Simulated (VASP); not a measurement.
Here is a VASP 6.6.1 calculation.

File POSCAR:

```
BN                                      
1.0
    2.5076172256      0.0000000000      0.0000000000
   -1.2538086128      2.1716602156      0.0000000000
    0.0000000000      0.0000000000     21.3178500000
  B               N             
     2     2
Direct
     0.6666666699999979    0.3333333300000021    0.4214579404919483
     0.3333333300000021    0.6666666699999979    0.5785420595080516
     0.3333333300000021    0.6666666699999979    0.4213960070046322
     0.6666666699999979    0.3333333300000021    0.5786039929953679
```

The input INCAR.step1:

```
SYSTEM = BN
PREC     = Accurate       ! precision mode
ENCUT    = 520            ! plane-wave cutoff, eV
EDIFF    = 1E-5           ! SCF threshold, eV
ISMEAR   = 0              ! smearing method
SIGMA    = 0.03           ! smearing width, eV
LREAL    = .False.        ! projectors in reciprocal space
LASPH    = .True.         ! aspherical terms in the spheres
NELM     = 80             ! most SCF steps
ALGO     = Normal         ! electronic algorithm
ISIF     = 2              ! what is computed and relaxed
LWAVE    = .True.         ! write WAVECAR
LCHARG   = .False.        ! write CHGCAR
LDIPOL   = .True.       
IDIPOL   = 3            
DIPOL    = 0.5 0.5 0.500
NBANDS   = 16             ! bands
LVHAR    = .True.       
LVACPOTAV= .True.       
KPAR     = 4            
GGA      = PE             ! functional
```

File INCAR.step2:

```
SYSTEM = BN
PREC     = Accurate       ! precision mode
ENCUT    = 520            ! plane-wave cutoff, eV
EDIFF    = 1E-7           ! SCF threshold, eV
ISMEAR   = 0              ! smearing method
SIGMA    = 0.03           ! smearing width, eV
LREAL    = .False.        ! projectors in reciprocal space
LASPH    = .True.         ! aspherical terms in the spheres
NELM     = 80             ! most SCF steps
ALGO     = Normal         ! electronic algorithm
ISIF     = 2              ! what is computed and relaxed
LWAVE    = .False.        ! write WAVECAR
LCHARG   = .False.        ! write CHGCAR
LDIPOL   = .True.       
IDIPOL   = 3            
DIPOL    = 0.5 0.5 0.500
GGA      = PE             ! functional
LHFCALC  = .True.         ! exact exchange
HFSCREEN = 0.2            ! screening, 1/A
PRECFOCK = Fast         
NBANDS   = 16             ! bands
LVHAR    = .True.       
LVACPOTAV= .True.       
KPAR     = 4            
ISTART   = 1
```

The input KPOINTS:

```
Automatic mesh
0
Gamma
  9 9 1
  0 0 0
```

File KPOINTS_OPT:

```
explicit points
3
Reciprocal
 0.0000000000  0.0000000000  0.0000000000 1
 0.5000000000  0.0000000000  0.0000000000 1
 0.3333333300  0.3333333300  0.0000000000 1
```

Potentials or basis: VASP PAW PBE potentials, release 64 (B, N).

Launch:

```sh
$ cat potpaw_PBE.64/B/POTCAR potpaw_PBE.64/N/POTCAR > POTCAR
$ cp INCAR.step1 INCAR
$ mpirun -np 4 vasp_std > vasp.out
$ cp INCAR.step2 INCAR
$ mpirun -np 4 vasp_std > vasp.out
```

Q: Estimate the band gap on the k mesh.

A: 5.85 eV, indirect (least direct gap 6.15 eV).

Q: Predict the largest force.

A: 0.039 eV/Å.

Q: Estimate the ionisation potential of the upper face.

A: 6.65 eV.

Forces on the atoms (eV/Å):
```
B    0.000  0.000 -0.039
B    0.000  0.000  0.039
N    0.000  0.000 -0.033
N    0.000  0.000  0.033
```

Caveat: the PAW data sets were made with another functional, which shifts forces and pressure a little.
